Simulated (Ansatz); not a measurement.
Two G0W0 runs on BP (honeycomb bilayer).

The cell holds 4 atoms: 2 B and 2 P. Cell: a = 3.192 Å, b = 3.192 Å, c = 30.200 Å, α = 90.0°, β = 90.0°, γ = 120.0°. Regions: layer 1 (BP-hc), 2 atoms (1 B and 1 P); layer 2 (BP-hc), 2 atoms (1 B and 1 P). Vacuum lies along c.

```xyz
4
Lattice="3.1918 0.0000 0.0000 -1.5959 2.7641 0.0000 0.0000 0.0000 30.2000" Properties=species:S:1:pos:R:3
B     0.0000    1.8428   13.3623
P     1.5959    0.9214   13.3922
B     1.5959    0.9214   16.8156
P     0.0000    0.0000   16.8377
```

The structure was relaxed with PBEsol-D3(BJ). The runs that relaxed it are not among those shown.

The first (Ansatz 0.2.0; start PBEsol, 6×6×1 mesh, 392 empty bands, screening to 75 eV, PAW set soft_1 files; 4 threads of Intel Xeon 6975P-C (Granite Rapids), shared host) gave, on its mesh: starting gap 0.58 eV, G0W0 gap 1.06 eV, mean of 1 + 4πα/V (set by the cell height) 5.15, 47 s.

The second gave: starting gap 0.58 eV, G0W0 gap 1.04 eV, mean of 1 + 4πα/V (set by the cell height) 5.16, 10 s.

What was changed in the input? Choose among start, files, mesh, bands and cutoff, frequency model or another key.

Changed: empty bands from 392 to 158 and screening cutoff (eV) from 75.0 to 41. The starting gap stayed, which rules out the functional and points to the GW step. Other changes could give like numbers; this is the one that was made.

Limits: not at the basis limit; coarse mesh for a sheet.

[Paths, hosts, dates, memory and timing lines, banners, echoed tables and standing remarks are left out of the program output.]

[Logs are printed without paths, hosts, clocks, repeated set-up lines and the standing remarks that a program may print on its own settings, such as how far it seeks lower states.]

[Runs of the session that timed out or met a known fault of the program may be left out.]

[Cells called generated may have been cut or substituted from an entry of the Crystallography Open Database or the Materials Project.]

[Hosts, paths, dates, database ids (printed as entryN), source tags and the programs' standing remarks are cut or masked in the printed files.]
